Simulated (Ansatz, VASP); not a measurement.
## Cross-check of Si107C107N between VASP and Ansatz

One calculation is typed for both programs; each brings its own data sets. How far apart do they land? The cell is taken from a series of runs on this material, whose earlier steps may have relaxed, scaled, displaced or heated it; both programs get it as it stands.

Program: Ansatz 0.2.0. Level of theory: plane waves, with VASP 6.6.1 beside it; single point at PBE. Results are calculated unless marked as measured.

## 1. The structure

The cell holds 215 atoms: 107 Si, 107 C and 1 N. Its edges and angles: a = 13.139 Å, b = 13.139 Å, c = 13.139 Å, α = 90.0°, β = 90.0°, γ = 90.0°. It derives from SiC (SiC (F-43m)). Nearest the centre at fractional (0.458, 0.542, 0.625): N215 at 1.20 Å, Si68 at 2.36 Å, Si54 at 2.36 Å, Si66 at 2.36 Å, C163 at 2.54 Å, C166 at 2.54 Å, C161 at 2.54 Å, C131 at 3.21 Å. The cell carries charge −1.

## 2. Ansatz: single point, PBE

Ansatz runs on its default PAW (the set named soft_2) files.

A single point gives forces, pressure and levels at one fixed geometry, so differences don't come from the geometry; what else differs is listed under the comparison.

input.yaml reads:

```yaml
crystal:
  lattice:
    - [13.1391852, 0.0, 0.0]
    - [0.0, 0.0, -13.1391852]
    - [0.0, 13.1391852, 0.0]
  atoms:
    - { symbol: Si, position: [0.000124218, -7.2344e-05, -8.4022e-05] }
    - { symbol: Si, position: [0.00012374, 0.166747802, 0.166734109] }
    - { symbol: Si, position: [0.166751176, 0.00012613, 0.166538568] }
    - { symbol: Si, position: [0.16695589, 0.166775358, -0.000111647] }
    - { symbol: C, position: [0.083418663, 0.083387574, 0.083275663] }
    - { symbol: C, position: [0.083459182, 0.250134144, 0.250068423] }
    - { symbol: C, position: [0.249986323, 0.083566654, 0.249967879] }
    - { symbol: C, position: [0.250128786, 0.250115843, 0.083331439] }
    - { symbol: Si, position: [-7.3648e-05, 0.000125386, 0.333364205] }
    - { symbol: Si, position: [0.000184441, 0.167015012, 0.500058052] }
    - { symbol: Si, position: [0.16662722, 0.000202379, 0.499937718] }
    - { symbol: Si, position: [0.166862731, 0.167027843, 0.333475383] }
    - { symbol: C, position: [0.083357093, 0.083566056, 0.416595576] }
    - { symbol: C, position: [0.083911375, 0.250564982, 0.583219214] }
    - { symbol: C, position: [0.249987997, 0.083283627, 0.583166145] }
    - { symbol: C, position: [0.250262923, 0.250363715, 0.416872273] }
    - { symbol: Si, position: [0.000117212, -6.5444e-05, 0.666604234] }
    - { symbol: Si, position: [0.000319149, 0.166630429, 0.833346021] }
    - { symbol: Si, position: [0.166932346, -3.6555e-05, 0.833195932] }
    - { symbol: Si, position: [0.166819696, 0.166713885, 0.66665012] }
    - { symbol: C, position: [0.083387527, 0.083107411, 0.749908108] }
    - { symbol: C, position: [0.083622374, 0.250004827, 0.916657288] }
    - { symbol: C, position: [0.250128465, 0.083333527, 0.916546698] }
    - { symbol: C, position: [0.249653981, 0.249598149, 0.749540796] }
    - { symbol: Si, position: [0.00031935, 0.333318248, 3.3317e-05] }
    - { symbol: Si, position: [0.000116047, 0.500053813, 0.166726166] }
    - { symbol: Si, position: [0.166932147, 0.33346724, 0.166699426] }
    - { symbol: Si, position: [0.166820471, 0.500010773, -4.7931e-05] }
    - { symbol: C, position: [0.083387142, 0.416750754, 0.083555156] }
    - { symbol: C, position: [0.083131638, 0.583547034, 0.249744387] }
    - { symbol: C, position: [0.250090796, 0.416865802, 0.250087435] }
    - { symbol: C, position: [0.249987309, 0.583492948, 0.08338088] }
    - { symbol: Si, position: [8.8804e-05, 0.333467533, 0.333543521] }
    - { symbol: Si, position: [-6.8916e-05, 0.500061291, 0.50009246] }
    - { symbol: Si, position: [0.16778832, 0.334475438, 0.500212911] }
    - { symbol: Si, position: [0.166453006, 0.500347743, 0.333065501] }
    - { symbol: C, position: [0.083476727, 0.416866096, 0.416701308] }
    - { symbol: C, position: [0.083375622, 0.583450847, 0.583208835] }
    - { symbol: C, position: [0.251839284, 0.41863518, 0.583265948] }
    - { symbol: C, position: [0.249092666, 0.583604512, 0.41570509] }
    - { symbol: Si, position: [0.000199712, 0.333517295, 0.666677491] }
    - { symbol: Si, position: [0.000198852, 0.499981801, 0.833145784] }
    - { symbol: Si, position: [0.167385135, 0.333502231, 0.833161955] }
    - { symbol: Si, position: [0.167300694, 0.500185052, 0.666477182] }
    - { symbol: C, position: [0.083733285, 0.416837632, 0.749822683] }
    - { symbol: C, position: [0.083912214, 0.583440109, 0.916097817] }
    - { symbol: C, position: [0.249653788, 0.417121046, 0.917068705] }
    - { symbol: C, position: [0.251839444, 0.583394559, 0.748026938] }
    - { symbol: Si, position: [0.000183577, 0.666601045, -0.000352457] }
    - { symbol: Si, position: [-7.3091e-05, 0.83329784, 0.166538355] }
    - { symbol: Si, position: [0.166626938, 0.66672255, 0.166461991] }
    - { symbol: Si, position: [0.16686204, 0.833186459, -0.000361911] }
    - { symbol: C, position: [0.083357643, 0.750063493, 0.083098514] }
    - { symbol: C, position: [0.083212356, 0.916838177, 0.249823841] }
    - { symbol: C, position: [0.249702022, 0.750348956, 0.249623989] }
    - { symbol: C, position: [0.249986841, 0.916694072, 0.083096708] }
    - { symbol: Si, position: [-0.000150774, 0.666721889, 0.33324018] }
    - { symbol: Si, position: [-0.000150073, 0.833422026, 0.499936107] }
    - { symbol: Si, position: [0.166398033, 0.667078889, 0.499585833] }
    - { symbol: Si, position: [0.166522392, 0.833526577, 0.33313856] }
    - { symbol: C, position: [0.083010656, 0.75034871, 0.416313687] }
    - { symbol: C, position: [0.083133796, 0.916917377, 0.58311335] }
    - { symbol: C, position: [0.249092993, 0.750955498, 0.583055194] }
    - { symbol: C, position: [0.249701133, 0.917040727, 0.416313913] }
    - { symbol: Si, position: [-6.9032e-05, 0.666565623, 0.666598864] }
    - { symbol: Si, position: [8.8484e-05, 0.833117184, 0.833195484] }
    - { symbol: Si, position: [0.167789931, 0.666447274, 0.832189058] }
    - { symbol: Si, position: [0.166453636, 0.833596763, 0.666314005] }
[... 14 lines left out ...]
    - { symbol: Si, position: [0.333679427, 0.166950921, 0.500289587] }
    - { symbol: Si, position: [0.499988829, 0.000120525, 0.500094112] }
    - { symbol: Si, position: [0.500041038, 0.166711858, 0.333429852] }
    - { symbol: C, position: [0.416557927, 0.08328538, 0.416599757] }
    - { symbol: C, position: [0.416641796, 0.249814865, 0.583251703] }
    - { symbol: C, position: [0.58335823, 0.08336731, 0.58340036] }
    - { symbol: C, position: [0.582934514, 0.249595939, 0.41626297] }
    - { symbol: Si, position: [0.333482951, 0.000121061, 0.666599713] }
    - { symbol: Si, position: [0.333691464, 0.167198357, 0.833248261] }
    - { symbol: Si, position: [0.50006951, -0.000146312, 0.833144988] }
    - { symbol: Si, position: [0.500245011, 0.167222834, 0.66685214] }
    - { symbol: C, position: [0.416790277, 0.083366468, 0.74996635] }
    - { symbol: C, position: [0.417239641, 0.248990718, 0.917675613] }
    - { symbol: C, position: [0.583519889, 0.082900396, 0.916863492] }
    - { symbol: C, position: [0.583936597, 0.249417848, 0.7505469] }
    - { symbol: Si, position: [0.333690195, 0.333414803, -0.000531619] }
    - { symbol: Si, position: [0.333483215, 0.500063069, 0.166544193] }
    - { symbol: Si, position: [0.500068064, 0.333518188, 0.166812267] }
    - { symbol: Si, position: [0.50024405, 0.499808328, -0.000554221] }
    - { symbol: C, position: [0.416790585, 0.416694882, 0.083299306] }
    - { symbol: C, position: [0.416599772, 0.583451452, 0.24999001] }
    - { symbol: C, position: [0.583214204, 0.416839301, 0.250345758] }
    - { symbol: C, position: [0.583359032, 0.583260271, 0.083300069] }
    - { symbol: Si, position: [0.333601306, 0.334473551, 0.334399702] }
    - { symbol: Si, position: [0.334352658, 0.503796243, 0.500965483] }
    - { symbol: Si, position: [0.500261152, 0.334674893, 0.501945157] }
    - { symbol: Si, position: [0.499869365, 0.500183023, 0.333913135] }
    - { symbol: C, position: [0.41665622, 0.418634892, 0.418450806] }
    - { symbol: "N", position: [0.405529326, 0.594522279, 0.572136908] }
    - { symbol: C, position: [0.590871813, 0.409182223, 0.577530761] }
    - { symbol: C, position: [0.581417241, 0.583393796, 0.418452144] }
    - { symbol: Si, position: [0.335342587, 0.334683349, 0.666877346] }
    - { symbol: Si, position: [0.335341751, 0.499783284, 0.831986312] }
    - { symbol: Si, position: [0.500572883, 0.33382503, 0.832844095] }
    - { symbol: C, position: [0.410939092, 0.409198485, 0.757469625] }
    - { symbol: C, position: [0.416642508, 0.583410445, 0.916853714] }
    - { symbol: C, position: [0.583939579, 0.416116528, 0.917250212] }
    - { symbol: C, position: [0.590854364, 0.589109342, 0.757463595] }
    - { symbol: Si, position: [0.333678737, 0.666371268, -0.000286178] }
    - { symbol: Si, position: [0.333325861, 0.833424176, 0.166462624] }
    - { symbol: Si, position: [0.499989988, 0.666565895, 0.166544323] }
    - { symbol: Si, position: [0.500042727, 0.833229838, -4.8969e-05] }
    - { symbol: C, position: [0.41655823, 0.750063236, 0.083380638] }
    - { symbol: C, position: [0.416504921, 0.916920586, 0.24974424] }
    - { symbol: C, position: [0.583188142, 0.749957828, 0.250089345] }
    - { symbol: C, position: [0.583302655, 0.916664743, 0.083554978] }
    - { symbol: Si, position: [0.332974588, 0.667075924, 0.333012001] }
    - { symbol: Si, position: [0.332971973, 0.833649885, 0.49958544] }
    - { symbol: Si, position: [0.496255653, 0.665691291, 0.500970097] }
    - { symbol: Si, position: [0.499704097, 0.833595422, 0.333065048] }
    - { symbol: C, position: [0.416446526, 0.750956187, 0.415706028] }
    - { symbol: C, position: [0.416598699, 0.916675009, 0.583209185] }
    - { symbol: C, position: [0.581417483, 0.748211393, 0.583265795] }
    - { symbol: C, position: [0.583188055, 0.916574758, 0.416703951] }
    - { symbol: Si, position: [0.334357307, 0.665694081, 0.662866054] }
    - { symbol: Si, position: [0.333603449, 0.832261151, 0.832187] }
    - { symbol: Si, position: [0.50026975, 0.664706363, 0.831981273] }
    - { symbol: Si, position: [0.499866932, 0.832749791, 0.666477797] }
    - { symbol: C, position: [0.416656089, 0.748213299, 0.748026585] }
    - { symbol: C, position: [0.416609959, 0.916140999, 0.916097859] }
    - { symbol: C, position: [0.5829336, 0.750398052, 0.917068209] }
    - { symbol: C, position: [0.583214686, 0.916318951, 0.749823574] }
    - { symbol: Si, position: [0.66673617, -0.000268009, 3.3503e-05] }
    - { symbol: Si, position: [0.666737966, 0.16663018, 0.166930082] }
    - { symbol: Si, position: [0.833307597, -7.1846e-05, 0.166734067] }
    - { symbol: Si, position: [0.833488192, 0.166568109, 9.5885e-05] }
    - { symbol: C, position: [0.750089203, 0.083205123, 0.083458682] }
    - { symbol: C, position: [0.75005029, 0.250005416, 0.250234572] }
    - { symbol: C, position: [0.916666589, 0.083386678, 0.250029997] }
    - { symbol: C, position: [0.916848755, 0.249965762, 0.083457971] }
    - { symbol: Si, position: [0.666588273, -3.6934e-05, 0.333544111] }
    - { symbol: Si, position: [0.666640078, 0.167195727, 0.500300906] }
    - { symbol: Si, position: [0.833039258, -0.00013376, 0.500057171] }
    - { symbol: Si, position: [0.833279913, 0.166774082, 0.333567288] }
    - { symbol: C, position: [0.74993988, 0.083332158, 0.416739658] }
    - { symbol: C, position: [0.751064424, 0.248988679, 0.583847905] }
    - { symbol: C, position: [0.917026309, 0.083026722, 0.583304383] }
    - { symbol: C, position: [0.916721277, 0.250115418, 0.416740269] }
    - { symbol: Si, position: [0.666536546, -0.000145888, 0.666678583] }
    - { symbol: Si, position: [0.666769523, 0.166524682, 0.83337873] }
    - { symbol: Si, position: [0.833423762, -0.000266907, 0.833344759] }
    - { symbol: Si, position: [0.833754281, 0.166301773, 0.666751335] }
    - { symbol: C, position: [0.750253305, 0.082901657, 0.750129489] }
    - { symbol: C, position: [0.750327749, 0.249728849, 0.916935855] }
    - { symbol: C, position: [0.916848477, 0.083204899, 0.916695958] }
    - { symbol: C, position: [0.917152462, 0.249801429, 0.750128562] }
    - { symbol: Si, position: [0.666770596, 0.33328607, 0.000139998] }
    - { symbol: Si, position: [0.666538905, 0.499983487, 0.166813137] }
    - { symbol: Si, position: [0.833425327, 0.333318675, 0.166930812] }
    - { symbol: Si, position: [0.83374962, 0.499910119, 0.000359825] }
    - { symbol: C, position: [0.750253903, 0.416532822, 0.083764358] }
    - { symbol: C, position: [0.749489044, 0.583438886, 0.250523991] }
    - { symbol: C, position: [0.916945926, 0.416751336, 0.249998041] }
    - { symbol: C, position: [0.917024924, 0.583355471, 0.083635452] }
    - { symbol: Si, position: [0.666552486, 0.333500522, 0.333996833] }
    - { symbol: Si, position: [0.665381904, 0.499790765, 0.501944173] }
    - { symbol: Si, position: [0.832857726, 0.333415185, 0.500300846] }
    - { symbol: Si, position: [0.833344088, 0.500010308, 0.333428646] }
    - { symbol: C, position: [0.750459739, 0.417119495, 0.416263848] }
    - { symbol: C, position: [0.750241626, 0.583408633, 0.583252601] }
    - { symbol: C, position: [0.91668688, 0.416693644, 0.583399598] }
    - { symbol: C, position: [0.916768659, 0.583492335, 0.416598894] }
    - { symbol: Si, position: [0.666238741, 0.333819506, 0.667187563] }
    - { symbol: Si, position: [0.66622709, 0.499478718, 0.832839043] }
    - { symbol: Si, position: [0.833531271, 0.333286589, 0.833378129] }
    - { symbol: Si, position: [0.832832227, 0.499806951, 0.66685252] }
    - { symbol: C, position: [0.750638544, 0.416117185, 0.750547389] }
    - { symbol: C, position: [0.751064924, 0.582812644, 0.917673982] }
    - { symbol: C, position: [0.917155133, 0.416532146, 0.916863099] }
    - { symbol: C, position: [0.916687643, 0.583259466, 0.74996666] }
    - { symbol: Si, position: [0.666640899, 0.666359095, -0.000533514] }
    - { symbol: Si, position: [0.666588044, 0.833117327, 0.16670005] }
    - { symbol: Si, position: [0.833039128, 0.666600859, 0.166794725] }
    - { symbol: Si, position: [0.833278644, 0.833093846, -0.000112467] }
    - { symbol: C, position: [0.749940264, 0.749920981, 0.083332524] }
    - { symbol: C, position: [0.749921856, 0.916591484, 0.250070177] }
    - { symbol: C, position: [0.916487646, 0.750063053, 0.249970058] }
    - { symbol: C, position: [0.9166664, 0.916632748, 0.083276251] }
    - { symbol: Si, position: [0.665580956, 0.666445801, 0.334399885] }
    - { symbol: Si, position: [0.665579389, 0.832260114, 0.500213663] }
    - { symbol: Si, position: [0.833103753, 0.666369603, 0.500290981] }
    - { symbol: Si, position: [0.833027022, 0.833185341, 0.333474826] }
    - { symbol: C, position: [0.749692103, 0.749787183, 0.416873509] }
    - { symbol: C, position: [0.749488995, 0.916140395, 0.58322077] }
    - { symbol: C, position: [0.91676965, 0.750062517, 0.583167156] }
    - { symbol: C, position: [0.916486986, 0.916692635, 0.416596683] }
    - { symbol: Si, position: [0.665374078, 0.664709736, 0.666880715] }
    - { symbol: Si, position: [0.666551809, 0.832666349, 0.833161476] }
    - { symbol: Si, position: [0.832855543, 0.666356693, 0.833248638] }
    - { symbol: Si, position: [0.833343462, 0.833229958, 0.666647786] }
    - { symbol: C, position: [0.750456962, 0.750395639, 0.749539958] }
    - { symbol: C, position: [0.750050445, 0.916429542, 0.916658241] }
    - { symbol: C, position: [0.916720971, 0.749921043, 0.916546804] }
    - { symbol: C, position: [0.91694485, 0.916662819, 0.749910284] }
total_charge: -1
basis:
  ecutwfc: 420
  xc_grid: 2
hamiltonian:
  xc: pbe
kpoints:
  mp_grid: { grid: [1, 1, 1] }
magnetization:
  spin_polarized: true
  initial_magnetization: 2
  spin_locking: { lock_magnetization: hard }
scf:
  occupations: { method: fermi_dirac, width: 0.01 }
  max_iter: 120
output:
  forces: true
  efg: {}
  eigenvalues: true
checkpoint:
  read: "../relax.run"
```

Run with:

```
$ ansatz run input.yaml --threads 4 --pin off --max-ram 7536MiB --backend cpu --events-out ev --progress --plain --runs-dir out
```

Log:

```text
Warning: the atoms were moved onto the symmetric positions of the space group found under crystal.symmetry.tolerance 1.0e-5 (fractional; no operation is sought that the atoms, as they stand in a round, miss by more than twice it, and no atom is moved by as much as it), and the run uses the moved positions. Before a round's move an operation carried an atom to 1.26e-4 Å from where it should land, the largest such dist [...]
[...]
k-point 0 ↓: bands = ["-6.4406", "-6.0160", "-5.4043", "-5.4043", "-5.3787", "-5.3787", "-5.3478", "-5.1868", "-4.7218", "-4.7218", "-4.7166", "-4.7166", "-4.7065", "-4.6980", "-4.6977", "-4.6976", "-4.6586", "-4.6585", "-4.5692", "-4.3537", "-4.0611", "-4.0546", "-4.0545", "-4.0434", "-4.0333", "-4.0333", "-3.9577", "-3.6897", "-3.3580", "-3.3580", "-3.3428", "-3.3427", "-3.3112", "-3.2495", "-2.8170", "-2.8170",  [...]
```

[end of part 1 of 2]

[Lines on the potential files, build, host, timing and source positions are cut from VASP's logs without a mark.]

[Logs are printed without paths, hosts, clocks, repeated set-up lines and the standing remarks that a program may print on its own settings, such as how far it seeks lower states.]

[Hosts, paths, dates, database ids (printed as entryN), source tags and the programs' standing remarks are cut or masked in the printed files.]
